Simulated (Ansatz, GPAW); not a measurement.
## butane-1,4-dithiol between two Pt chains: relaxation, then transmission at several levels

How well does butane-1,4-dithiol between two Pt chains conduct once its atoms have relaxed, and how much do cheaper levels lose?

Program: GPAW 26.7.0 and Ansatz 0.2.0. Level of theory: Ansatz plane waves; relaxation of the junction with the lead ends held; PAW set soft_1, in the first sound run; inputs show where later runs differ. Results are calculated unless marked as measured.

### Step 1. Starting point

The cell holds 30 atoms: 16 Pt, 2 S, 8 H and 4 C. Cell: a = 10.994 Å, b = 9.381 Å, c = 44.960 Å, α = 90.0°, β = 90.0°, γ = 90.0°. Regions: left lead, 8 atoms (8 Pt); channel, 14 atoms (2 S, 8 H and 4 C); right lead, 8 atoms (8 Pt). Vacuum lies along a and b. The structure is stacked along c, and the current runs across the ab planes.

### Step 2. Relaxation

Transmission follows bond lengths closely, so the atoms between the held lead ends are relaxed first, from a slightly shaken start that lets symmetry break.

Input file input.yaml:

```yaml
crystal:
  lattice:
    - [10.9936086845, 0.0, 0.0]
    - [0.0, 9.3807218655, 0.0]
    - [0.0, 0.0, 44.9595903465]
  atoms:
    - { symbol: Pt, position: [0.5, 0.5, 0.0266906347] }
    - { symbol: Pt, position: [0.5, 0.5, 0.080071904] }
    - { symbol: Pt, position: [0.5, 0.5, 0.1334531733] }
    - { symbol: Pt, position: [0.5, 0.5, 0.1868344426] }
    - { symbol: Pt, position: [0.5, 0.5, 0.2402157119] }
    - { symbol: Pt, position: [0.5, 0.5, 0.2935969812] }
    - { symbol: Pt, position: [0.5042969725, 0.502377056, 0.3463310768] }
    - { symbol: Pt, position: [0.4994214699, 0.4990830239, 0.4019358813] }
    - { symbol: S, position: [0.3528693563, 0.4204587542, 0.4347329501] }
    - { symbol: H, position: [0.3761184882, 0.6224616524, 0.4661143922] }
    - { symbol: C, position: [0.3751831973, 0.507799803, 0.4703890941] }
    - { symbol: H, position: [0.5708996477, 0.4913058036, 0.4718905774] }
    - { symbol: H, position: [0.2953862854, 0.4811841095, 0.4843114555] }
    - { symbol: C, position: [0.4875661974, 0.4631282156, 0.4846753769] }
    - { symbol: H, position: [0.490069447, 0.3414074911, 0.4885051491] }
    - { symbol: H, position: [0.5090773822, 0.6518552446, 0.5107378818] }
    - { symbol: C, position: [0.506376621, 0.5373743663, 0.5142015346] }
    - { symbol: H, position: [0.7029161466, 0.5147782657, 0.5158786341] }
    - { symbol: H, position: [0.4348159534, 0.5131673025, 0.5306444663] }
    - { symbol: C, position: [0.6242662483, 0.4889181556, 0.5298560844] }
    - { symbol: H, position: [0.6269027631, 0.3787267395, 0.5344057001] }
    - { symbol: S, position: [0.6436944244, 0.5867748844, 0.5652897908] }
    - { symbol: Pt, position: [0.501910453, 0.5014347706, 0.5998084403] }
    - { symbol: Pt, position: [0.500603356, 0.4976885696, 0.6533827586] }
    - { symbol: Pt, position: [0.5, 0.5, 0.7064030188] }
    - { symbol: Pt, position: [0.5, 0.5, 0.7597842881] }
    - { symbol: Pt, position: [0.5, 0.5, 0.8131655574] }
    - { symbol: Pt, position: [0.5, 0.5, 0.8665468267] }
    - { symbol: Pt, position: [0.5, 0.5, 0.919928096] }
    - { symbol: Pt, position: [0.5, 0.5, 0.9733093653] }
kpoints:
  mp_grid: { grid: [1, 1, 2] }
hamiltonian:
  xc: pbe
  pseudopotentials: { kind: paw, azcp: { folder: soft_1 } }
scf:
  occupations: { method: fermi_dirac, width: 0.1 }
relax:
  f_tol: 0.03
  max_steps: 80
  constraints: [{ sites: [0, 1, 2, 3, 4, 5, 24, 25, 26, 27, 28, 29] }]
```

Launch:

```bash
ansatz run input.yaml --threads 4 --pin off --max-ram 8192MiB --backend cpu --events-out ev --progress --plain --runs-dir out
```

Numbers of over 12 decimals in the logs are rounded to 6 here.

What it wrote:

```text
Engine: ansatz 0.2.0, aarch64-unknown-linux-gnu
Pseudopotentials: kind: paw
Pseudopotential: Pt, paw, valence charge 18, recommended cutoff 420 eV (normal), soft_1/Pt.paw.azcp
Pseudopotential: S, paw, valence charge 6, recommended cutoff 420 eV (normal), soft_1/S.paw.azcp
Pseudopotential: H, paw, valence charge 1, recommended cutoff 420 eV (normal), soft_1/H.paw.azcp
Pseudopotential: C, paw, valence charge 4, recommended cutoff 420 eV (normal), soft_1/C.paw.azcp
Functional definition: PBE
  parameter kappa = 0.804
  parameter beta = 0.066725
  exchange = pbe_x(kappa = kappa, mu = beta*pi^2/3)
  correlation = pbe_c(beta = beta)
Crystal: 30 atoms, lattice volume = 4636.592 Å³
Basis set: ecut = 420 eV, 90725 PW (Γ), exchange–correlation on 150×128×640 points (8 copies of the dense FFT grid, shifted against one another)
Bands: 195, of which v1, the nominal top of the filled ones, is band 162 counted from 1 (161 counted from 0)
Symmetry: 1 space group operations
Space group: P1 (ITA 1), of the structure as read, at distance tolerance 1.7e-4 Å
k-points: 2
Non-local potential: Pt, projectors of the file, l = 0: 3, l = 1: 2, l = 2: 2, l = 3: 1
Non-local potential: S, projectors of the file, l = 0: 2, l = 1: 2, l = 2: 1
Non-local potential: H, projectors of the file, l = 0: 2, l = 1: 1
Non-local potential: C, projectors of the file, l = 0: 2, l = 1: 2, l = 2: 1
PAW form: soft (Blöchl's): semilocal exchange-correlation on the pseudo side does not see the compensation charge
PAW one-centre angular grid: Pt, 590 points (default); XC on 64 Gauss nodes
PAW one-centre angular grid: S, 110 points (default); XC on 64 Gauss nodes
PAW one-centre angular grid: H, 110 points (default); XC on 64 Gauss nodes
PAW one-centre angular grid: C, 110 points (default); XC on 64 Gauss nodes
Initial density: superposition of atomic densities (neutral atoms: chi_scale 0, normalization atom)
Initial wavefunctions: pseudopotential atomic-orbital guess
Functional: x = pbe(κ = 0.804, μ = 0.219515), c = pbe(β = 0.066725)
SCF iter   1: F=—  HF=-203302.551515 eV  |F-HF|=—  |Δ(HF+E_count)|=         —  Δρ=2.90e-2  dr2=4.68e1  ethr=3.10e-3  ⟨swp⟩=7.0  Hψ=1781  notcnv=0  defer=15
preconditioner: auto → LDOS  [metal: Δε(μ)=0.139 eV  Ē_g=5.439 eV  σ=0.100 eV  W_gap=0.33  n_scr=402 (ndim 8)  ℏωp=7.6 eV  f_vac=0.788  D(μ)=25.39/eV (n_scr^D=86)  β→1.0]
SCF iter   2: F=—  HF=-203301.252424 eV  |F-HF|=—  |Δ(HF+E_count)|=    1.30e0  Δρ=2.85e-2  dr2=1.43e2  ethr=3.10e-3  ⟨swp⟩=7.0  Hψ=1058  notcnv=0  defer=21  recentre
SCF iter   3: F=—  HF=-203291.551022 eV  |F-HF|=—  |Δ(HF+E_count)|=    9.70e0  Δρ=9.23e-3  dr2=9.16e0  ethr=3.10e-3  ⟨swp⟩=4.5  Hψ=922  notcnv=0  defer=25
SCF iter   4: F=—  HF=-203290.652587 eV  |F-HF|=—  |Δ(HF+E_count)|=   8.98e-1  Δρ=3.55e-3  dr2=1.77e0  ethr=2.83e-3  ⟨swp⟩=2.0  Hψ=674  notcnv=0  defer=25
SCF iter   5: F=—  HF=-203290.282706 eV  |F-HF|=—  |Δ(HF+E_count)|=   3.70e-1  Δρ=1.42e-3  dr2=4.61e-1  ethr=5.48e-4  ⟨swp⟩=4.0  Hψ=695  notcnv=0  defer=22
SCF iter   6: F=—  HF=-203290.217160 eV  |F-HF|=—  |Δ(HF+E_count)|=   6.55e-2  Δρ=7.75e-4  dr2=7.25e-2  ethr=1.42e-4  ⟨swp⟩=2.0  Hψ=454  notcnv=0  defer=22
SCF iter   7: F=—  HF=-203290.219093 eV  |F-HF|=—  |Δ(HF+E_count)|=   1.93e-3  Δρ=6.26e-4  dr2=1.25e-1  ethr=2.24e-5  ⟨swp⟩=3.0  Hψ=674  notcnv=0  defer=22
SCF iter   8: F=—  HF=-203290.211167 eV  |F-HF|=—  |Δ(HF+E_count)|=   7.93e-3  Δρ=2.33e-4  dr2=8.34e-3  ethr=2.24e-5  ⟨swp⟩=1.5  Hψ=451  notcnv=0  defer=22
SCF iter   9: F=—  HF=-203290.209232 eV  |F-HF|=—  |Δ(HF+E_count)|=   1.93e-3  Δρ=9.20e-5  dr2=9.52e-4  ethr=2.57e-6  ⟨swp⟩=2.0  Hψ=567  notcnv=0  defer=22
SCF iter  10: F=—  HF=-203290.209237 eV  |F-HF|=—  |Δ(HF+E_count)|=   5.41e-6  Δρ=4.65e-5  dr2=3.48e-4  ethr=2.94e-7  ⟨swp⟩=2.0  Hψ=550  notcnv=0  defer=22
SCF iter  11: F=—  HF=-203290.209245 eV  |F-HF|=—  |Δ(HF+E_count)|=   7.89e-6  Δρ=2.25e-5  dr2=4.80e-5  ethr=1.07e-7  ⟨swp⟩=2.0  Hψ=423  notcnv=0  defer=22
SCF iter  12: F=-203290.209248 eV  HF=-203290.209249 eV  |F-HF|=1.28e-6  |Δ(HF+E_count)|=   3.91e-6  Δρ=7.58e-6  dr2=5.24e-6  ethr=6.94e-9  ⟨swp⟩=5.0  Hψ=1212  notcnv=0
smearing: bands 161 to 162 share 2.248 electrons (they would hold 2.000 with every lower band full and every higher one empty; bands counted from 0; each is filled to between 0.5429 and 0.5860 of a full level; at each k-point the levels lie within 1.6e-2 eV, against a smearing width of 0.1000 eV). The entropy term TS of this state is 1.0817 eV
SCF 1 converged in 12 iterations: F = -203290.209248 eV  dr2 = 5.24e-6
  greatest PAW one-centre occupation: 1.000 electrons in one spin orbital (limit 2), on the Pt atom at site 23 (counted from 0), in its partial waves of l = 0
relax step   1: F+E_penalty+E_count = -203290.20924751 eV  Δ(F+E_penalty+E_count) = +0.000e0 eV  max|allowed force component| = 2.208e0 eV/Å  Δτ_max = 0.0000 Å  (12 SCF iters, dr2 threshold 2.25e-5 eV, accepted)
Initial density: handed on by an earlier stage of this run
Initial wavefunctions: those handed on with the density
iter 1 solved again at ethr=8.41e-4 eV; its pass at ethr=3.10e-3 eV (dr2=2.73e0 eV) is discarded
SCF iter   1: F=—  HF=-203291.049220 eV  |F-HF|=—  |Δ(HF+E_count)|=         —  Δρ=6.14e-3  dr2=2.72e0  ethr=8.41e-4  ⟨swp⟩=1.0  Hψ=1400  notcnv=0  defer=28
preconditioner: auto → LDOS  [metal: Δε(μ)=0.001 eV  Ē_g=5.658 eV  σ=0.100 eV  W_gap=0.00  n_scr=402 (ndim 8)  ℏωp=7.6 eV  f_vac=0.801  D(μ)=31.77/eV (n_scr^D=102)  β→1.0]
SCF iter   2: F=—  HF=-203290.945427 eV  |F-HF|=—  |Δ(HF+E_count)|=   1.04e-1  Δρ=2.32e-3  dr2=3.97e-1  ethr=8.41e-4  ⟨swp⟩=2.0  Hψ=596  notcnv=0  defer=28
SCF iter   3: F=—  HF=-203290.883452 eV  |F-HF|=—  |Δ(HF+E_count)|=   6.20e-2  Δρ=1.05e-3  dr2=8.97e-2  ethr=1.22e-4  ⟨swp⟩=3.0  Hψ=660  notcnv=0  defer=28
SCF iter   4: F=—  HF=-203290.867370 eV  |F-HF|=—  |Δ(HF+E_count)|=   1.61e-2  Δρ=2.58e-4  dr2=4.99e-3  ethr=2.77e-5  ⟨swp⟩=2.5  Hψ=579  notcnv=0  defer=28
SCF iter   5: F=—  HF=-203290.866858 eV  |F-HF|=—  |Δ(HF+E_count)|=   5.12e-4  Δρ=1.05e-4  dr2=1.33e-3  ethr=1.54e-6  ⟨swp⟩=2.0  Hψ=562  notcnv=0  defer=28
SCF iter   6: F=—  HF=-203290.866948 eV  |F-HF|=—  |Δ(HF+E_count)|=   8.98e-5  Δρ=5.18e-5  dr2=3.44e-4  ethr=4.12e-7  ⟨swp⟩=2.0  Hψ=446  notcnv=0  defer=28
SCF iter   7: F=-203290.866970 eV  HF=-203290.866995 eV  |F-HF|=2.55e-5  |Δ(HF+E_count)|=   4.72e-5  Δρ=2.25e-5  dr2=5.41e-5  ethr=3.09e-8  ⟨swp⟩=3.0  Hψ=1374  notcnv=0
[...]
relax step  18: F+E_penalty+E_count = -203292.19618030 eV  Δ(F+E_penalty+E_count) = -5.099e-3 eV  max|allowed force component| = 5.070e-2 eV/Å  Δτ_max = 0.1378 Å  (8 SCF iters, dr2 threshold 4.00e-6 eV, accepted)
relax step  19: F+E_penalty+E_count = -203292.19955964 eV  Δ(F+E_penalty+E_count) = -3.379e-3 eV  max|allowed force component| = 8.693e-2 eV/Å  Δτ_max = 0.1947 Å  (11 SCF iters, accepted)
relax step  20: F+E_penalty+E_count = -203292.20115252 eV  Δ(F+E_penalty+E_count) = -1.593e-3 eV  max|allowed force component| = 1.105e-1 eV/Å  Δτ_max = 0.1183 Å  (8 SCF iters, dr2 threshold 2.43e-6 eV, accepted)
relax step  21: F+E_penalty+E_count = -203292.20487140 eV  Δ(F+E_penalty+E_count) = -3.719e-3 eV  max|allowed force component| = 7.064e-2 eV/Å  Δτ_max = 0.0312 Å  (6 SCF iters, dr2 threshold 1.22e-5 eV, accepted)
relax step  22: F+E_penalty+E_count = -203292.20646329 eV  Δ(F+E_penalty+E_count) = -1.592e-3 eV  max|allowed force component| = 2.135e-2 eV/Å  Δτ_max = 0.0495 Å  (7 SCF iters, dr2 threshold 2.04e-6 eV, accepted)
relax step  23: F+E_penalty+E_count = -203292.20646440 eV  Δ(F+E_penalty+E_count) = -1.105e-6 eV  max|allowed force component| = 2.147e-2 eV/Å  Δτ_max = 0.0000 Å  (4 SCF iters, accepted)
relax step  24: F+E_penalty+E_count = -203292.20714494 eV  Δ(F+E_penalty+E_count) = -6.805e-4 eV  max|allowed force component| = 1.445e-2 eV/Å  Δτ_max = 0.0676 Å  (9 SCF iters, accepted)
SCF iter   1: F=—  HF=-203292.211245 eV  |F-HF|=—  |Δ(HF+E_count)|=         —  Δρ=6.89e-4  dr2=1.88e-2  ethr=5.62e-5  ⟨swp⟩=4.0  Hψ=803  notcnv=0  defer=18
preconditioner: auto → LDOS  [metal: Δε(μ)=0.124 eV  Ē_g=5.651 eV  σ=0.100 eV  W_gap=0.29  n_scr=402 (ndim 8)  ℏωp=7.6 eV  f_vac=0.801  D(μ)=31.53/eV (n_scr^D=102)  β→1.0]
SCF iter   2: F=—  HF=-203292.211139 eV  |F-HF|=—  |Δ(HF+E_count)|=   1.06e-4  Δρ=3.95e-4  dr2=1.45e-2  ethr=5.81e-6  ⟨swp⟩=2.0  Hψ=739  notcnv=0  defer=18
SCF iter   3: F=—  HF=-203292.207549 eV  |F-HF|=—  |Δ(HF+E_count)|=   3.59e-3  Δρ=8.72e-5  dr2=6.32e-4  ethr=4.49e-6  ⟨swp⟩=2.0  Hψ=632  notcnv=0  defer=18
SCF iter   4: F=—  HF=-203292.207521 eV  |F-HF|=—  |Δ(HF+E_count)|=   2.71e-5  Δρ=2.49e-5  dr2=5.62e-5  ethr=1.95e-7  ⟨swp⟩=2.0  Hψ=574  notcnv=0  defer=18
SCF iter   5: F=—  HF=-203292.207297 eV  |F-HF|=—  |Δ(HF+E_count)|=   2.25e-4  Δρ=1.13e-5  dr2=1.29e-5  ethr=1.73e-8  ⟨swp⟩=2.0  Hψ=540  notcnv=0  defer=18
SCF iter   6: F=—  HF=-203292.207305 eV  |F-HF|=—  |Δ(HF+E_count)|=   8.01e-6  Δρ=5.69e-6  dr2=3.22e-6  ethr=3.99e-9  ⟨swp⟩=2.0  Hψ=526  notcnv=0  defer=18
SCF iter   7: F=—  HF=-203292.207306 eV  |F-HF|=—  |Δ(HF+E_count)|=   7.24e-7  Δρ=3.01e-6  dr2=8.66e-7  ethr=9.92e-10  ⟨swp⟩=2.0  Hψ=550  notcnv=0  defer=18
SCF iter   8: F=—  HF=-203292.207306 eV  |F-HF|=—  |Δ(HF+E_count)|=   4.06e-7  Δρ=1.19e-6  dr2=1.22e-7  ethr=2.67e-10  ⟨swp⟩=2.0  Hψ=545  notcnv=0  defer=18
SCF iter   9: F=-203292.207306 eV  HF=-203292.207306 eV  |F-HF|=5.06e-9  |Δ(HF+E_count)|=   1.70e-7  Δρ=5.26e-7  dr2=2.09e-8  ethr=3.09e-11  ⟨swp⟩=4.0  Hψ=1189  notcnv=0
SCF 25 converged in 9 iterations: F = -203292.207306 eV  dr2 = 2.09e-8
relax step  25: F+E_penalty+E_count = -203292.20730614 eV  Δ(F+E_penalty+E_count) = -1.612e-4 eV  max|allowed force component| = 6.161e-3 eV/Å  Δτ_max = 0.0363 Å  (9 SCF iters, accepted)
SCF converged after 9 iterations
Free energy (F): -203292.207306 eV
Harris-Foulkes:  -203292.207306 eV  (|F-HF|=5.06e-9)
Internal energy: -203291.141707 eV  (E = F + TS)
E sigma→0 (E₀):  -203291.674506 eV
Entropy (-TS):   -1.065600 eV (-35.520 meV/atom)
Fermi energy:    -4.096997 eV
--- Per-component energies (eV) ---
  E_band       = -9948.178941
  E_kinetic    = 10205.588315
  E_local      = -110461.294852  (includes V_loc(G=0)·N_el)
  E_nonlocal   = 3449.349838
  E_hartree    = 48399.666057
  E_xc         = -4106.268974
  E_vxc        = -4760.351819  (∫ρ·V_xc dr)
  E_paw        = -153383.177536  (= ΣΔE_a)
  E_vpaw       = -5180.804295  (= ΣTr[D̂ρ^β])
  E_aug_tail   = 0.009122  (compensation charges beyond the density's cutoff)
  E_ewald      = 2604.986324
  E_smearing   = -1.065600  (= −TS)
  E_closure    = 0.000000  (closes the sum)
  Σ components = -203292.207306   (vs F -203292.207306, Δ=0.00e0)
--- Forces (eV/Å), atoms counted from 1 ---
  atom   1  Pt     0.01816586     0.03174738    -0.01316070
  atom   2  Pt     0.04897098     0.07491072    -0.02670215
  atom   3  Pt    -0.00880081    -0.00129421     0.02065581
  atom   4  Pt    -0.04437597    -0.06108460     0.08758388
  atom   5  Pt    -0.11286023    -0.18990945    -0.04739039
  atom   6  Pt     0.14838408     0.21977445    -0.41214832
  atom   7  Pt     0.00575060     0.00591510    -0.00454931
  atom   8  Pt    -0.00244846    -0.00233732    -0.00242798
  atom   9  S      0.00256828     0.00616130    -0.00134096
  atom  10  H     -0.00186252    -0.00284397     0.00136682
  atom  11  C     -0.00226010     0.00040435    -0.00292452
  atom  12  H     -0.00118755     0.00005777     0.00048365
  atom  13  H      0.00261290    -0.00111150    -0.00021187
  atom  14  C      0.00011393    -0.00499471     0.00225038
  atom  15  H      0.00012685     0.00207000    -0.00098049
  atom  16  H     -0.00012370    -0.00208555     0.00084453
  atom  17  C     -0.00027646     0.00576157    -0.00178255
  atom  18  H     -0.00252383     0.00129773     0.00011270
  atom  19  H      0.00133756    -0.00012495    -0.00058789
  atom  20  C      0.00151787    -0.00255433     0.00510791
  atom  21  H      0.00185285     0.00246495    -0.00175548
  atom  22  S     -0.00214279    -0.00329871     0.00094575
  atom  23  Pt     0.00256692     0.00057895    -0.00018950
  atom  24  Pt    -0.00543266    -0.00524983     0.00558105
  atom  25  Pt    -0.14927261    -0.21949533     0.41247318
  atom  26  Pt     0.11349005     0.18965570     0.04711715
  atom  27  Pt     0.04463411     0.06082939    -0.08755200
  atom  28  Pt     0.00867634     0.00132339    -0.02072809
  atom  29  Pt    -0.04900092    -0.07491720     0.02672452
  atom  30  Pt    -0.01820509    -0.03165171     0.01319343
  max |Σ_I F_I| component: 8.58e-6 eV/Å
--- Relaxed structure (25 steps of the walk, 25 accepted, 0 SCFs on fresh bases) ---
  F+E_penalty+E_count = -203292.20730614 eV   max|allowed force component| = 6.161e-3 eV/Å
  atoms:
    - { symbol: Pt, position: [0.500000, 0.5, 0.026691] }
    - { symbol: Pt, position: [0.500000, 0.5, 0.080072] }
    - { symbol: Pt, position: [0.500000, 0.5, 0.133453] }
    - { symbol: Pt, position: [0.500000, 0.5, 0.1868344426] }
    - { symbol: Pt, position: [0.500000, 0.5, 0.2402157119] }
    - { symbol: Pt, position: [0.500000, 0.5, 0.293597] }
    - { symbol: Pt, position: [0.437818, 0.379931, 0.337703] }
    - { symbol: Pt, position: [0.538077, 0.413814, 0.384671] }
    - { symbol: S, position: [0.511655, 0.347008, 0.429981] }
    - { symbol: H, position: [0.539138, 0.587083, 0.450164] }
    - { symbol: C, position: [0.483302, 0.494989, 0.456418] }
    - { symbol: H, position: [0.608497, 0.409918, 0.489150] }
    - { symbol: H, position: [0.386980, 0.524754, 0.454281] }
    - { symbol: C, position: [0.512437, 0.442666, 0.488060] }
    - { symbol: H, position: [0.458050, 0.346842, 0.492885] }
    - { symbol: H, position: [0.541942, 0.653014, 0.507112] }
    - { symbol: C, position: [0.487570, 0.557179, 0.511937] }
    - { symbol: H, position: [0.613064, 0.475176, 0.545717] }
    - { symbol: H, position: [0.391504, 0.589909, 0.510849] }
    - { symbol: C, position: [0.516723, 0.504857, 0.543578] }
    - { symbol: H, position: [0.460949, 0.412705, 0.549827] }
    - { symbol: S, position: [0.488240, 0.652759, 0.570024] }
    - { symbol: Pt, position: [0.461918, 0.586056, 0.615345] }
    - { symbol: Pt, position: [0.562512, 0.619664, 0.662277] }
    - { symbol: Pt, position: [0.500000, 0.5, 0.7064030188] }
    - { symbol: Pt, position: [0.500000, 0.5, 0.759784] }
    - { symbol: Pt, position: [0.500000, 0.5, 0.813166] }
    - { symbol: Pt, position: [0.500000, 0.5, 0.866547] }
    - { symbol: Pt, position: [0.500000, 0.5, 0.919928] }
    - { symbol: Pt, position: [0.500000, 0.5, 0.973309] }
```

It took 12 min on 4 threads of Arm Neoverse V2, shared host; peak memory 5.1 GiB.

Relaxation path (22 of 25):

| step | energy less that of the first step (eV) | largest force component (eV/Å) |
| --- | --- | --- |
| 1 | 0.0000 | 2.2081 |
| 2 | -0.6577 | 0.9923 |
| 3 | -0.8841 | 0.3811 |
| 4 | -1.0500 | 0.3561 |
| 6 | -1.3630 | 0.2452 |
| 7 | -1.5266 | 0.2600 |
| 8 | -1.6964 | 0.1750 |
| 9 | -1.8019 | 0.1247 |
| 10 | -1.8665 | 0.1816 |
| 11 | -1.8998 | 0.2248 |
| 12 | -1.9126 | 0.2711 |
| 14 | -1.9595 | 0.1439 |
| 15 | -1.9704 | 0.0618 |
| 16 | -1.9771 | 0.1263 |
| 17 | -1.9818 | 0.0894 |
| 18 | -1.9869 | 0.0507 |
| 19 | -1.9903 | 0.0869 |
| 20 | -1.9919 | 0.1105 |
| 22 | -1.9972 | 0.0213 |
| 23 | -1.9972 | 0.0215 |
| 24 | -1.9979 | 0.0144 |
| 25 | -1.9981 | 0.0062 |

The atoms that moved most (Å):

| atom | dx | dy | dz | length |
| --- | --- | --- | --- | --- |
| H21 | -1.824 | 0.319 | 0.693 | 1.978 |
| H10 | 1.792 | -0.332 | -0.717 | 1.959 |
| S9 | 1.746 | -0.689 | -0.214 | 1.889 |
| S22 | -1.709 | 0.619 | 0.213 | 1.830 |
| H13 | 1.007 | 0.409 | -1.350 | 1.733 |
| H18 | -0.988 | -0.371 | 1.342 | 1.707 |
| Pt7 | -0.731 | -1.149 | -0.388 | 1.416 |
| Pt24 | 0.681 | 1.144 | 0.400 | 1.390 |

The relaxed structure:

```cif
data_structure
_symmetry_space_group_name_H-M 'P 1'
_symmetry_Int_Tables_number 1
_cell_length_a 10.9936
_cell_length_b 9.3807
_cell_length_c 44.9596
_cell_angle_alpha 90.000
_cell_angle_beta 90.000
_cell_angle_gamma 90.000
_cell_volume 4636.59
loop_
_atom_site_label
_atom_site_type_symbol
_atom_site_fract_x
_atom_site_fract_y
_atom_site_fract_z
_atom_site_occupancy
Pt1 Pt 0.50000 0.50000 0.02669 1
Pt2 Pt 0.50000 0.50000 0.08007 1
Pt3 Pt 0.50000 0.50000 0.13345 1
Pt4 Pt 0.50000 0.50000 0.18683 1
Pt5 Pt 0.50000 0.50000 0.24022 1
Pt6 Pt 0.50000 0.50000 0.29360 1
Pt7 Pt 0.43782 0.37993 0.33770 1
Pt8 Pt 0.53808 0.41381 0.38467 1
S9 S 0.51166 0.34701 0.42998 1
H10 H 0.53914 0.58708 0.45016 1
C11 C 0.48330 0.49499 0.45642 1
H12 H 0.60850 0.40992 0.48915 1
H13 H 0.38698 0.52475 0.45428 1
C14 C 0.51244 0.44267 0.48806 1
H15 H 0.45805 0.34684 0.49288 1
H16 H 0.54194 0.65301 0.50711 1
C17 C 0.48757 0.55718 0.51194 1
H18 H 0.61306 0.47518 0.54572 1
H19 H 0.39150 0.58991 0.51085 1
C20 C 0.51672 0.50486 0.54358 1
H21 H 0.46095 0.41270 0.54983 1
S22 S 0.48824 0.65276 0.57002 1
Pt23 Pt 0.46192 0.58606 0.61534 1
Pt24 Pt 0.56251 0.61966 0.66228 1
Pt25 Pt 0.50000 0.50000 0.70640 1
Pt26 Pt 0.50000 0.50000 0.75978 1
Pt27 Pt 0.50000 0.50000 0.81317 1
Pt28 Pt 0.50000 0.50000 0.86655 1
Pt29 Pt 0.50000 0.50000 0.91993 1
Pt30 Pt 0.50000 0.50000 0.97331 1
```

This step gave:

* free energy: -203292.2073 eV
* smearing term TS: 1.066 eV
* symmetry operations: 1

The relaxation lowered the energy of the cell by 2.00 eV.

(Part 1 of 4 ends here.)

[Logs are printed without paths, hosts, clocks, repeated set-up lines and the standing remarks that a program may print on its own settings, such as how far it seeks lower states.]

[Hosts, paths, dates, database ids (printed as entryN), source tags and the programs' standing remarks are cut or masked in the printed files.]
